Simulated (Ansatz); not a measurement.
# HfO2 (P2_12_12) in Ansatz: band structure with PBEsol+U

Aim: the band structure of HfO2 with PBEsol+U.

Everything below comes from runs of Ansatz 0.2.0. Logs are shortened: lines on timing, memory, paths and dates and some standing lists are left out, and cuts for length are marked.

## 1. The structure

It takes space group P2_12_12 (No. 18, orthorhombic). The conventional cell has a = 5.080 Å, b = 5.165 Å, c = 4.891 Å, α = 90.00°, β = 90.00°, γ = 90.00°. Hf (site symmetry 1) is surrounded by 7 O at 1.99 to 2.25 Å. Around O (site symmetry 1) lie 3 Hf at 1.99 to 2.25 Å. O (site symmetry 2) has 4 Hf at 2.13 to 2.15 Å as nearest neighbours. Around O (site symmetry 2) lie 4 Hf at 2.16 to 2.18 Å.

The cell comes from a database or a generator and needn't be the stable form of this composition.

## 2. Band structure, PBEsol+U

Contents of input.yaml:

```yaml
crystal:
  lattice:
    - [5.0803194, 0.0, 0.0]
    - [0.0, 5.16486745, 0.0]
    - [0.0, 0.0, 4.89088365]
  atoms:
    - { symbol: Hf, position: [0.22259082, 0.78179958, 0.27206794] }
    - { symbol: Hf, position: [0.72259082, 0.71820042, 0.72793206] }
    - { symbol: Hf, position: [0.77740918, 0.21820042, 0.27206794] }
    - { symbol: Hf, position: [0.27740918, 0.28179958, 0.72793206] }
    - { symbol: O, position: [0.18681532, 0.16364878, 0.10453462] }
    - { symbol: O, position: [0.68681532, 0.33635122, 0.89546538] }
    - { symbol: O, position: [0.81318468, 0.83635122, 0.10453462] }
    - { symbol: O, position: [0.31318468, 0.66364878, 0.89546538] }
    - { symbol: O, position: [0.0, 0.5, 0.48905445] }
    - { symbol: O, position: [0.5, 0.0, 0.51094555] }
    - { symbol: O, position: [0.0, 0.0, 0.57562499] }
    - { symbol: O, position: [0.5, 0.5, 0.42437501] }
hamiltonian:
  xc: pbesol
  pseudopotentials: { kind: paw }
  hubbard: { sites: [{ species: Hf, l: d, u_eff: 1.0 }] }
kpoints:
  mp_grid: { grid: [5, 5, 6] }
  band_path:
    path:
      - [[0.0, 0.0, 0.0], [0.0, 0.0, 0.5], [0.5, 0.0, 0.5], [0.5, 0.0, 0.0], [0.0, 0.0, 0.0], [0.0, 0.5, 0.0], [0.0, 0.5, 0.5], [0.5, 0.5, 0.5], [0.5, 0.5, 0.0], [0.0, 0.5, 0.0]]
      - [[0.5, 0.0, 0.0], [0.5, 0.5, 0.0]]
      - [[0.0, 0.5, 0.5], [0.0, 0.0, 0.5]]
      - [[0.5, 0.0, 0.5], [0.5, 0.5, 0.5]]
    npoints: 10
scf:
  occupations: { method: fermi_dirac, width: 0.05 }
  n_extra_bands: 30
output:
  forces: true
  stress: true
  eigenvalues: true
  fatbands: true
```

Potentials or basis: Ansatz PAW.

Command:

```
ansatz run input.yaml --threads 4 --pin off --max-ram 11264MiB --backend cpu --events-out ev --progress --plain --runs-dir out
```

The log of the run:

```text
Warning: RAYON_NUM_THREADS=4 ignored (pool sized by the plan → 4); use --threads N
Hf: projections on atomic orbitals take those of the free atom [Kr 4d10] 4f14 5s2 5p6 5d2 6s2, of charge +0.00 (hamiltonian.pseudopotentials.projection_atoms); the dataset's partial waves leave at most 4.9e-5 of an orbital's norm unspanned inside its sphere
O: projections on atomic orbitals take those of the free atom [He] 2s2 2p4, of charge +0.00 (hamiltonian.pseudopotentials.projection_atoms); the dataset's partial waves leave at most 1.9e-8 of an orbital's norm unspanned inside its sphere
scf.n_extra_bands = 30 over 76 filled bands (N_el = 152.0): the run solves 106 bands
Engine: ansatz 0.2.0, x86_64-unknown-linux-gnu
Pseudopotentials: kind: paw
Pseudopotential: Hf, paw, valence charge 26, recommended cutoff 420 eV (normal), Hf.paw.azcp
Pseudopotential: O, paw, valence charge 6, recommended cutoff 420 eV (normal), O.paw.azcp
Functional definition: PBEsol
  exchange = pbesol_x
  correlation = pbesol_c
[... 63 lines left out ...]
  atom   9  O      0.00000000     0.00000000     0.00931527
  atom  10  O      0.00000000     0.00000000    -0.00931527
  atom  11  O      0.00000000     0.00000000     0.06623974
  atom  12  O      0.00000000     0.00000000    -0.06623974
  max |Σ_I F_I| component: 2.78e-17 eV/Å
--- Stress (GPa, compression-positive) ---
        2.434743       0.000000       0.000000
        0.000000       3.036215       0.000000
        0.000000       0.000000       3.571058
  P = ⅓ Tr σ = 3.0140 GPa (30.140 kbar)
--- Band table (eV; the first three rows and the last of 36) ---
  k-point 0: bands = ["-44.7913", "-44.7645", "-44.7618", "-44.7610", "-13.9079", "-13.9002", "-13.8971", "-13.6231", "-13.6124", "-13.5491", "-13.5411", "-13.5307", "-13.4995", "-13.4018", "-13.3300", "-13.3203", "-2.7052", "-1.2490", "-0.9558", "-0.9041", "-0.3036", "-0.2833", "-0.0249", "0.0868", "5.3061", "5.3144", "5.3223", "5.3292", "5.3316", "5.3372", "5.3384", "5.3422", "5.3466", "5.3476", "5.3502", "5.3505", "5.3630", "5.3659", "5.3697", "5.3742", "5.3742", "5.3743", "5.3787", "5.3902", "5.3934", "5.3967", "5.3990", "5.4000", "5.4197", "5.4249", "5.4297", "5.4880", "10.1929", "10.3833", "10.5669", "11.2439", "11.2779", "11.7317", "11.8534", "12.1148", "12.5386", "12.9296", "12.9996", "13.1685", "13.4662", "13.6510", "13.7001", "14.0691", "14.1627", "14.2030", "14.5622", "14.6417", "14.7825", "15.5893", "15.6650", "15.6727", "19.8848", "20.5956", "20.9862", "21.4048", "21.4970", "21.8570", "21.9966", "22.7846", "22.8572", "23.0107", "23.0717", "23.1396", "23.7241", "23.8368", "23.9815", "24.2714", "24.3311", "25.0038", "25.0517", "25.7150", "26.2350", "27.4044", "27.8890", "28.9539", "29.0262", "29.2243", "30.6257", "30.6305", "30.9472", "31.1434"]
  k-point 1: bands = ["-44.7899", "-44.7656", "-44.7623", "-44.7615", "-13.8942", "-13.8797", "-13.8696", "-13.6214", "-13.6098", "-13.5487", "-13.5432", "-13.5363", "-13.5227", "-13.4383", "-13.3361", "-13.3273", "-2.5828", "-1.2402", "-0.9610", "-0.8450", "-0.2761", "-0.2583", "-0.1454", "0.0154", "5.3082", "5.3146", "5.3249", "5.3261", "5.3304", "5.3378", "5.3382", "5.3435", "5.3450", "5.3458", "5.3480", "5.3563", "5.3638", "5.3660", "5.3699", "5.3708", "5.3715", "5.3745", "5.3791", "5.3867", "5.3933", "5.3962", "5.4002", "5.4038", "5.4244", "5.4262", "5.4316", "5.4818", "10.3424", "10.3733", "10.4332", "11.1729", "11.1955", "11.6622", "11.7933", "12.1462", "12.3574", "13.0116", "13.0741", "13.2169", "13.3355", "13.5250", "13.8826", "14.0970", "14.2055", "14.3382", "14.6373", "14.8553", "14.9230", "15.1915", "15.6486", "15.6723", "20.1184", "20.3088", "21.2135", "21.3757", "21.4711", "21.4784", "22.0000", "22.7112", "22.8739", "22.8770", "23.0648", "23.5097", "23.6523", "23.8922", "23.9558", "24.3078", "24.4826", "24.6552", "25.3201", "25.7862", "26.2741", "27.5003", "28.0221", "28.9554", "29.1282", "29.3265", "29.7796", "30.7727", "31.0885", "31.3693"]
  k-point 2: bands = ["-44.7861", "-44.7684", "-44.7633", "-44.7625", "-13.8656", "-13.8234", "-13.7971", "-13.6194", "-13.6058", "-13.5823", "-13.5696", "-13.5423", "-13.5306", "-13.5275", "-13.3493", "-13.3426", "-2.2848", "-1.2254", "-0.9465", "-0.7263", "-0.4730", "-0.2194", "-0.2087", "-0.1167", "5.3129", "5.3163", "5.3235", "5.3261", "5.3277", "5.3335", "5.3423", "5.3425", "5.3439", "5.3463", "5.3538", "5.3597", "5.3635", "5.3635", "5.3664", "5.3696", "5.3718", "5.3730", "5.3776", "5.3787", "5.3928", "5.3960", "5.3986", "5.4081", "5.4308", "5.4349", "5.4370", "5.4697", "10.1627", "10.2278", "10.7423", "11.0876", "11.1356", "11.5827", "11.6990", "12.0030", "12.4055", "12.7865", "12.8884", "13.1593", "13.6423", "13.8485", "13.9008", "14.1409", "14.2485", "14.4069", "14.5540", "14.7919", "15.0340", "15.1265", "15.6883", "15.7392", "19.8948", "20.8590", "20.9315", "21.3955", "21.4706", "21.4718", "21.8017", "22.4702", "22.5304", "22.8469", "23.0024", "23.5427", "23.8035", "23.8542", "24.1856", "24.4445", "24.6251", "24.6988", "25.5015", "25.8751", "26.2840", "27.1566", "28.4071", "29.0164", "29.0972", "29.3216", "29.9404", "30.4627", "31.4254", "31.6440"]
  k-point 35: bands = ["-44.7718", "-44.7701", "-44.7625", "-44.7622", "-13.9189", "-13.9156", "-13.8815", "-13.8735", "-13.5350", "-13.5217", "-13.4753", "-13.4579", "-13.4523", "-13.4438", "-13.3491", "-13.3470", "-1.6236", "-1.5219", "-1.1194", "-1.0968", "-0.2718", "-0.1974", "-0.1566", "-0.1280", "5.3110", "5.3118", "5.3198", "5.3200", "5.3297", "5.3308", "5.3438", "5.3464", "5.3520", "5.3542", "5.3582", "5.3608", "5.3625", "5.3654", "5.3680", "5.3703", "5.3770", "5.3790", "5.3800", "5.3856", "5.3892", "5.3944", "5.3986", "5.4012", "5.4160", "5.4231", "5.4279", "5.4292", "10.7787", "10.8895", "11.1832", "11.1946", "11.2352", "11.3791", "11.4866", "12.0423", "12.1021", "12.3156", "13.0954", "13.1539", "13.3390", "13.8015", "13.9353", "13.9748", "13.9962", "14.2723", "14.3116", "14.3431", "14.4389", "14.5850", "15.5370", "15.5649", "20.7566", "20.8359", "21.0507", "21.2469", "21.4088", "21.5385", "21.7313", "21.8399", "22.5989", "22.8006", "23.0820", "23.3359", "23.7116", "23.8127", "24.4809", "24.6840", "25.3180", "25.4254", "25.9565", "26.1804", "27.1592", "27.5096", "27.9774", "28.7416", "28.8754", "28.9961", "29.7484", "29.8167", "31.4615", "31.6898"]
Occupation matrices written to <dir>
```

occupation_matrices:

```text
# The occupation matrices of the corrected shells as a run of Ansatz 0.0.0 ended. An entry of
# hamiltonian.hubbard.sites starts from them by `starting_ns: <path of this file>`, where that key's refused
# combinations let it.
# Free energy -66896.812057 eV.
# projection_atom_Hf: [Kr 4d10] 4f14 5s2 5p6 5d2 6s2
# projection_atom_O: [He] 2s2 2p4
[... 49 lines left out ...]
  site3_d:
    matrix:
      - [0.21151103163789994, 0.028269807001561204, 0.036632678348059125, 0.0022251801669305703, -0.00612872659802701]
      - [0.028269807001561204, 0.22764975244717672, 0.011413348958268364, -0.020783383393585677, 0.004991686826329059]
      - [0.036632678348059125, 0.011413348958268364, 0.23697273125280238, 0.02324896878615448, 0.006874076920329009]
      - [0.0022251801669305703, -0.020783383393585677, 0.02324896878615448, 0.1976032029992223, 0.0010022458748977147]
      - [-0.00612872659802701, 0.004991686826329059, 0.006874076920329009, 0.0010022458748977147, 0.23123031222711127]
```

It took 47 s on 4 threads of Intel Xeon Platinum 8488C (Sapphire Rapids), shared host; peak memory 1.9 GiB.

Results:

- Free energy: -66896.8121 eV
- Pressure: 3.0 GPa
- Largest force: 0.180 eV/Å
- Band gap on the k mesh: 3.94 eV, direct
- Band gap along the path: 3.94 eV, direct

Forces on the atoms (eV/Å):
```
Hf   0.010 -0.007  0.018
Hf   0.010  0.007 -0.018
Hf  -0.010  0.007  0.018
Hf  -0.010 -0.007 -0.018
O   -0.018  0.013  0.179
O   -0.018 -0.013 -0.179
O    0.018 -0.013  0.179
O    0.018  0.013 -0.179
O    0.000  0.000  0.009
O    0.000  0.000 -0.009
O    0.000  0.000  0.066
O    0.000  0.000 -0.066
```

Levels at the corners of the path, in eV from the valence-band top:
```tsv
point	band 74	band 75	band 76	band 77	band 78	band 79
Γ	-0.22	-0.15	-0.14	4.07	4.78	5.17
X	-0.67	-0.04	0.00	3.94	4.92	5.55
S	-0.84	-0.22	-0.22	4.83	4.83	5.20
Y	-0.57	-0.24	-0.24	4.70	4.70	5.67
Γ	-0.22	-0.15	-0.14	4.07	4.78	5.17
Z	-0.60	-0.22	-0.22	4.66	4.66	5.52
U	-0.78	-0.20	-0.20	4.80	4.80	5.30
R	-1.49	-0.26	-0.26	5.11	5.11	5.35
T	-0.88	-0.40	-0.40	5.06	5.06	5.77
Z	-0.60	-0.22	-0.22	4.66	4.66	5.52
Y	-0.57	-0.24	-0.24	4.70	4.70	5.67
T	-0.88	-0.40	-0.40	5.06	5.06	5.77
U	-0.78	-0.20	-0.20	4.80	4.80	5.30
X	-0.67	-0.04	0.00	3.94	4.92	5.55
S	-0.84	-0.22	-0.22	4.83	4.83	5.20
R	-1.49	-0.26	-0.26	5.11	5.11	5.35
```

Eigenvalues of the final occupation matrices:
| site | spin | trace | eigenvalues |
| --- | --- | --- | --- |
| site 1 | 1 | 1.10 | 0.18 0.18 0.23 0.24 0.28 |
| site 2 | 1 | 1.10 | 0.18 0.18 0.23 0.24 0.28 |
| site 3 | 1 | 1.10 | 0.18 0.18 0.23 0.24 0.28 |
| site 4 | 1 | 1.10 | 0.18 0.18 0.23 0.24 0.28 |

Caveat: the pressure holds a Pulay correction of +0.9 GPa for the finite cutoff; spin-orbit coupling is left out, which moves the levels of the heavy elements; the PAW data sets come from PBE, with cores solved anew for the run's functional, which leaves a small shift of forces and pressure.
